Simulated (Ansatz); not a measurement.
# WS2 in Ansatz: band structure with HSE06

Aim: the band structure of WS2 with HSE06.

Everything below comes from runs of Ansatz 0.2.0. Logs are shortened: lines on timing, memory, paths and dates and some standing lists are left out, and cuts for length are marked.

### Step 1. The slab as given

The cell holds a slab with vacuum, 3 atoms: a = 3.184 Å, b = 3.184 Å, c = 16.951 Å, α = 90.00°, β = 90.00°, γ = 120.00°.

### Step 2. Band structure, HSE06

Input file input:

```
crystal:
  lattice:
    - [3.1835163552, 0.0, 0.0]
    - [-1.5917581776, 2.7570060369, 0.0]
    - [0.0, 0.0, 16.95057789]
  atoms:
    - { symbol: W, position: [0.0, 0.0, 0.0] }
    - { symbol: S, position: [0.3333333333, 0.6666666667, 0.09200051] }
    - { symbol: S, position: [0.3333333333, 0.6666666667, 0.90799949] }
hamiltonian:
  xc: hse06
  pseudopotentials: { kind: paw }
kpoints:
  mp_grid: { grid: [6, 6, 2] }
  band_path:
    path:
      - [[0.0, 0.0, 0.0], [0.5, 0.0, 0.0], [0.3333333333, 0.3333333333, 0.0], [0.0, 0.0, 0.0], [0.0, 0.0, 0.5], [0.5, 0.0, 0.5], [0.3333333333, 0.3333333333, 0.5], [0.0, 0.0, 0.5]]
      - [[0.5, 0.0, 0.5], [0.5, 0.0, 0.0]]
      - [[0.3333333333, 0.3333333333, 0.0], [0.3333333333, 0.3333333333, 0.5]]
    npoints: 4
scf:
  occupations: { method: fermi_dirac, width: 0.05 }
  n_extra_bands: 7
output:
  forces: true
  stress: true
  eigenvalues: true
  fatbands: false
  write_density: true
  write_potential: true
  elf: true
  volumetric_format: npy
```

Potentials or basis: Ansatz PAW.

What it wrote:

```text
Warning: output.stress: scf.convergence.dr2_threshold = 1e-7 eV (the SCF's general default) is looser than the 3e-10 eV advised for a printed stress (1e-10 eV for each atom of the cell: 3). What an SCF threshold leaves in a stress goes as its square root, and in the free energy as the threshold itself, and one threshold admits the most on a small cell: of the crystals measured, under no hybrid functional and no lock of the moments, on runs that ended without the residual-converged pass, on stresses that held no estimate of that error, the worst erred by over 100 MPa in a component at 1e-7 eV an atom and by under 5 at 1e-10. Set scf.convergence.dr2_threshold to 3e-10 eV or tighter. The threshold is an SCF's pass mark: one that does not reach it within its budget of iterations ends unconverged, or closes short of it on a stop that the run arms, and scf.convergence.dr2_threshold's page says what that costs each kind of run
Warning: output.stress: scf.exx.energy_threshold = 1e-6 eV is looser than the 3e-8 eV advised for a stress under a hybrid functional (1e-8 eV for each atom of the cell: 3). Every SCF of the exchange loop can meet its threshold on dr2 while the loop round them stops early: no threshold on dr2 bounds what that leaves in the stress. Set scf.exx.energy_threshold to 3e-8 eV or tighter. The threshold is the loop's pass mark: a loop that does not reach it within its budget of cycles ends unconverged, and scf.exx.energy_threshold's page has the law
scf.n_extra_bands = 7 over 13 filled bands (N_el = 26.0): the run solves 20 bands
GPUs: using 1 of 1 available (devices: 1).
Engine: ansatz 0.2.0, x86_64-unknown-linux-gnu
Pseudopotentials: kind: paw
Pseudopotential: W, paw, valence charge 14, recommended cutoff 420 eV (normal), W.paw.azcp
Pseudopotential: S, paw, valence charge 6, recommended cutoff 420 eV (normal), S.paw.azcp
Functional definition: HSE06
  parameter a = 0.25
  parameter omega = 0.11/bohr
  exchange = pbe_x - a*pbe_x_sr(omega) + a*exact_x_sr(omega)
  correlation = pbe_c
device memory: the entry about to start is reckoned to put 0.9 GiB on a device that reports 65.4 GiB free (of which the cap on the GPU budget leaves the run 18.0 GiB)
GPU FFT provider: cuFFT
GPU libraries: cuBLAS 13.8.2, cuFFT 12.4.0, cuSOLVER 12.3.4
Crystal: 3 atoms, lattice volume = 148.775 Å³
Basis set: ecut = 420 eV, 2937 PW (Γ), exchange–correlation on 48×48×240 points (8 copies of the dense FFT grid, shifted against one another)
Bands: 20, of which v1, the nominal top of the filled ones, is band 13 counted from 1 (12 counted from 0)
Symmetry: 12 space group operations
Space group: P-6m2 (ITA 187), of the structure as read, at distance tolerance 5.3e-5 Å
k-points: 14 of 72 (time reversal used)
Non-local potential: W, projectors of the file, l = 0: 3, l = 1: 2, l = 2: 2, l = 3: 1
Non-local potential: S, projectors of the file, l = 0: 2, l = 1: 2, l = 2: 2
PAW form: soft (Blöchl's): semilocal exchange-correlation on the pseudo side does not see the compensation charge
PAW frozen core: W, regenerated for the run's functional, and the local potential with it (the file was generated under x = pbe(κ = 0.804, μ = 0.2195149727645171), c = pbe(β = 0.06672455060314922))
PAW frozen core: S, regenerated for the run's functional, and the local potential with it (the file was generated under x = pbe(κ = 0.804, μ = 0.2195149727645171), c = pbe(β = 0.06672455060314922))
PAW one-centre angular grid: W, 590 points (default); XC on 64 Gauss nodes
PAW one-centre angular grid: S, 110 points (default); XC on 64 Gauss nodes
Initial density: superposition of atomic densities (neutral atoms: chi_scale 0, normalization atom), corrected by the library's trained network
Initial wavefunctions: pseudopotential atomic-orbital guess
GPU buffer pool allocated for 69120 grid points (all kernels)
GPU transforms: local potential and band sums: pruned to the plane-wave sphere, on 24×24×120
Functional: x = pbe(κ = 0.804, μ = 0.2195149727645171), c = pbe(β = 0.06672455060314922), warm-up for x = pbe(κ = 0.804, μ = 0.2195149727645171) + 0.25 (exact − pbe) at short range (hse, ω = 0.20786987370883472 Å⁻¹), c = pbe(β = 0.06672455060314922); HSE06 as pw.x's `hse` composes it (authors' and Libxc's form: `xc: wpbeh`)
SCF iter   1: F=—  HF=-12191.420923 eV  |F-HF|=—  |Δ(HF+E_count)|=         —  Δρ=3.51e-3  dr2=9.69e-3  ethr=1.77e-3  ⟨swp⟩=11.7  Hψ=1399  notcnv=0
preconditioner: auto → none  [insulator: Δε(μ)=1.771 eV  Ē_g=10.361 eV  σ=0.050 eV  W_gap=1.00  n_scr=10 (ndim 8)  ℏωp=12.9 eV  f_vac=0.610  D(μ)=0.00/eV (n_scr^D=0)]
SCF iter   2: F=—  HF=-12191.424560 eV  |F-HF|=—  |Δ(HF+E_count)|=   3.64e-3  Δρ=1.61e-3  dr2=2.14e-3  ethr=3.73e-5  ⟨swp⟩=5.1  Hψ=819  notcnv=0  defer=3
SCF iter   3: F=—  HF=-12191.427632 eV  |F-HF|=—  |Δ(HF+E_count)|=   3.07e-3  Δρ=1.18e-3  dr2=5.27e-3  ethr=8.24e-6  ⟨swp⟩=5.0  Hψ=727  notcnv=0  defer=1  recentre
SCF iter   4: F=-12191.427288 eV  HF=-12191.427233 eV  |F-HF|=5.58e-5  |Δ(HF+E_count)|=   4.00e-4  Δρ=4.52e-4  dr2=2.40e-4  ethr=8.24e-6  ⟨swp⟩=3.0  Hψ=541  notcnv=0
[... 26 lines left out ...]
GPU buffer pool allocated for 69120 grid points (all kernels)
GPU transforms: local potential and band sums: pruned to the plane-wave sphere, on 24×24×120
Exchange kernel: α = 0.2500, screened, ω = 0.2079 Å⁻¹, Wigner–Seitz truncation, v(0) = 1044.4951 eV·Å³, q-mesh 6×6×2, nearest image of the exchange supercell L = 19.10 Å, pair-density grid 15×15×75, without the augmentation charges, whose exchange is taken in its separable form by FFT convolution over the k-point mesh (sized by the pseudopotential files, 20×20×120 at the most), smooth part of the exact exchange by density-matrix convolution in up to 4.17 GiB of GPU memory as planned if the GPU has room (build and FFT work areas not counted)
Frozen-core exchange: fock
SCF iter   1: F=—  HF=-12193.461677 eV  |F-HF|=—  |Δ(HF+E_count)|=         —  Δρ=3.04e-5  dr2=9.95e-7  ethr=1.49e-7  ⟨swp⟩=6.9  Hψ=886  notcnv=0
preconditioner: auto → none  [insulator: Δε(μ)=2.278 eV  Ē_g=11.799 eV  σ=0.050 eV  W_gap=1.00  n_scr=10 (ndim 8)  ℏωp=12.9 eV  f_vac=0.611  D(μ)=0.00/eV (n_scr^D=0)]
SCF iter   2: F=—  HF=-12193.461677 eV  |F-HF|=—  |Δ(HF+E_count)|=   2.99e-7  Δρ=1.01e-5  dr2=6.90e-8  ethr=3.39e-9  ⟨swp⟩=3.6  Hψ=569  notcnv=0  defer=1
SCF iter   3: F=—  HF=-12193.461677 eV  |F-HF|=—  |Δ(HF+E_count)|=   8.69e-8  Δρ=2.14e-6  dr2=8.11e-9  ethr=1.97e-10  ⟨swp⟩=5.2  Hψ=693  notcnv=0  defer=8
SCF iter   4: F=-12193.461677 eV  HF=-12193.461677 eV  |F-HF|=3.46e-11  |Δ(HF+E_count)|=   1.54e-9  Δρ=2.45e-7  dr2=2.22e-10  ethr=2.29e-11  ⟨swp⟩=4.7  Hψ=695  notcnv=0  defer=6
SCF 3 converged in 4 iterations: F = -12193.461677 eV  dr2 = 2.22e-10
  Residual-converged pass: ⟨swp⟩=4.0  Hψ=698  notcnv=0  max |occ|·‖R‖ = 5.2e-7 eV (tolerance 5.4e-7 eV)  dr2=2.15e-10  dr2_onsite=4.59e-12  max |Δocc| = 1.9e-20
hybrid outer 2: dexx = +1.649e-7 eV, tail = 3.79e-9 eV, Δε = 1.91e-3 eV (about 4.19e-5 eV left of the loop's levels), ΔF = 5.58e-4 eV/Å (tail 1.66e-4)
device memory: the entry about to start is reckoned to put 0.7 GiB on a device that reports 63.5 GiB free (of which the cap on the GPU budget leaves the run 18.0 GiB)
NSCF: frozen V_eff on 39 k-points, pencils in batches of 32, up to order 88
WARN: The output density's exchange-correlation potential varies sharply where the density is thin. Do not read a vacuum level from v_tot or v_xc, or from such a field of the output density. On a cell that repeats whose density bears no net charge and no dipole along the vacuum's axis use v_es (v_loc + v_h of the components); under efield.dipole_correction with no amplitude use v_es + v_field, which holds any external_charges[].barrier, or the levels of the report's work_function block, which leave it out; under a non-zero efield.amplitude the vacuum is tilted and has no level; on a cell that repeats and bears such a dipole with no correction it is tilted too, and efield.dipole_correction with no amplitude gives each side of its ramp a level where efield: is served; in a cell that repeats whose density bears a net charge (total_charge, or a fill off its count) it is curved and has none; of a slab under crystal.periodic whose density bears no net charge use v_es, which has a level on each side, short of where the two are joined; of another it falls or rises all the way out and has none; of a slab beside external_charges read slab_vacuum_level instead, which it has where they leave it neutral. The grid or the basis barely resolves most such structure, and the values can differ between equally converged runs; as a rule a tighter scf.convergence.dr2_threshold does not remove it. Where the density itself ripples (under the LDA too) a higher basis.ecutwfc lessens it. The files hold the spikes' plane waves up to the density's cutoff. Files: v_tot_of_output_density and the like, and their columns of v_z.tsv (output.write_potential); v_xc_of_output_density and the like, and their columns of v_comp_z.tsv (output.write_potential_components). Measured: with its Gaussian average of σ = 0.25 Å subtracted twice, the exchange-correlation potential is over 0.1 eV at 1 of the grid points where the equally averaged density (valence and model cores) is under 1e-3 e/Å³, and 0.142 eV at the most among them, at an averaged density of 9.0e-9 e/Å³. See output.write_potential in the manual, Limitations
hybrid SCF converged: 2 outer / 11 inner (+4 warm-up), last move |dexx| = 1.65e-7 eV, tail = 3.79e-9 eV
Stability not checked: this state was not tested for a lower state beside it, because the functional holds exact exchange (a hybrid, or Hartree-Fock), whose exchange loop this test does not read (fock_operator; see scf.lower_state_search)
Free energy (F): -12193.461677 eV
Frozen-core exchange: fock
Harris-Foulkes:  -12193.461677 eV  (|F-HF|=3.46e-11)
Internal energy: -12193.461677 eV  (E = F + TS)
E sigma→0 (E₀):  -12193.461677 eV
Fermi energy:    1.041179 eV
--- Per-component energies (eV) ---
  E_band       = -511.742131
  E_kinetic    = 663.479461
  E_local      = -12396.078852  (includes V_loc(G=0)·N_el)
  E_nonlocal   = 57.853383
  E_hartree    = 5877.110324
  E_xc         = -368.648487
  E_vxc        = -330.511409  (∫ρ·V_xc dr)
  E_exx        = -63.255741  (= α·E_x^exact, valence–valence)
  E_paw        = -9793.701078  (= ΣΔE_a)
  E_vpaw       = -134.193890  (= ΣTr[D̂ρ^β])
  E_aug_tail   = -0.000059  (compensation charges beyond the density's cutoff)
  E_ewald      = 3832.888907
  E_core_change = -3.109535  (= ΣΔE_core)
  E_smearing   = -0.000000  (= −TS)
  E_closure    = 0.000000  (closes the sum)
  Σ components = -12193.461677   (vs F -12193.461677, Δ=1.82e-12)
--- Forces (eV/Å), atoms counted from 1 ---
  atom   1  W      0.00000000    -0.00000000     0.00000000
  atom   2  S      0.00000000     0.00000000    -0.22002972
  atom   3  S      0.00000000     0.00000000     0.22002972
  max |Σ_I F_I| component: 4.86e-17 eV/Å
--- Stress (GPa, compression-positive) ---
       -1.177702      -0.000000       0.000000
        0.000000      -1.177702       0.000000
        0.000000       0.000000      -0.739697
  P = ⅓ Tr σ = -1.0317 GPa (-10.317 kbar)
--- Band table (eV; the first three rows and the last of 14) ---
  k-point 0: bands = ["-77.9265", "-40.8151", "-40.6171", "-40.6171", "-16.5509", "-14.7127", "-7.2724", "-3.4432", "-3.4432", "-2.5462", "-1.9951", "-1.9951", "-0.1217", "3.5188", "3.5188", "3.6724", "3.6724", "5.5083", "5.9286", "6.1330"]
  k-point 1: bands = ["-77.9265", "-40.8151", "-40.6171", "-40.6171", "-16.5509", "-14.7127", "-7.2724", "-3.4432", "-3.4432", "-2.5462", "-1.9951", "-1.9951", "-0.1217", "3.5188", "3.5188", "3.6724", "3.6724", "5.6183", "5.6819", "6.3044"]
  k-point 2: bands = ["-77.9210", "-40.7959", "-40.7241", "-40.6419", "-16.0649", "-14.5425", "-6.7105", "-4.5224", "-3.7031", "-2.9751", "-2.6640", "-1.7903", "-0.5199", "2.9411", "3.3034", "3.4440", "4.3115", "6.1920", "6.4741", "7.4191"]
  k-point 13: bands = ["-77.9018", "-40.9202", "-40.8961", "-40.7281", "-13.8726", "-13.7516", "-6.5981", "-6.1832", "-5.1717", "-4.5909", "-3.8177", "-2.8776", "-0.1055", "2.1724", "4.0865", "4.7864", "6.4792", "7.5689", "7.8189", "10.0684"]
```

Run time: 53 s. Hardware: 1 × NVIDIA H100 80GB HBM3 with 2 threads of AMD EPYC 7R13 (Zen 3), shared host; peak memory 2.6 GiB.

Results:

- Free energy: -12193.4617 eV
- Largest force: 0.220 eV/Å
- Band gap on the k mesh: 2.28 eV, direct
- Band gap along the path: 2.28 eV, direct

Forces on the atoms (eV/Å):
```
W    0.000  0.000  0.000
S    0.000  0.000 -0.220
S    0.000  0.000  0.220
```

Levels at the corners of the path, in eV from the valence-band top:
| point | band 10 | band 11 | band 12 | band 13 | band 14 | band 15 | band 16 | band 17 |
| --- | --- | --- | --- | --- | --- | --- | --- | --- |
| Γ | -2.44 | -1.89 | -1.89 | -0.02 | 3.62 | 3.62 | 3.78 | 3.78 |
| M | -3.91 | -2.49 | -1.57 | -1.12 | 3.54 | 4.03 | 4.89 | 5.71 |
| K | -4.49 | -3.71 | -2.77 | 0.00 | 2.28 | 4.19 | 4.89 | 6.58 |
| Γ | -2.44 | -1.89 | -1.89 | -0.02 | 3.62 | 3.62 | 3.78 | 3.78 |
| A | -2.44 | -1.89 | -1.89 | -0.02 | 3.62 | 3.62 | 3.78 | 3.78 |
| L | -3.91 | -2.49 | -1.57 | -1.12 | 3.54 | 4.03 | 4.89 | 5.71 |
| H | -4.49 | -3.71 | -2.77 | 0.00 | 2.28 | 4.19 | 4.89 | 6.58 |
| A | -2.44 | -1.89 | -1.89 | -0.02 | 3.62 | 3.62 | 3.78 | 3.78 |
| L | -3.91 | -2.49 | -1.57 | -1.12 | 3.54 | 4.03 | 4.89 | 5.71 |
| M | -3.91 | -2.49 | -1.57 | -1.12 | 3.54 | 4.03 | 4.89 | 5.71 |
| K | -4.49 | -3.71 | -2.77 | 0.00 | 2.28 | 4.19 | 4.89 | 6.58 |
| H | -4.49 | -3.71 | -2.77 | 0.00 | 2.28 | 4.19 | 4.89 | 6.58 |

Caveat: spin-orbit coupling is left out, which moves the levels of the heavy elements; the PAW data sets come from PBE, with cores solved anew for the run's functional, which leaves a small shift of forces and pressure; the thresholds are loose for stress.
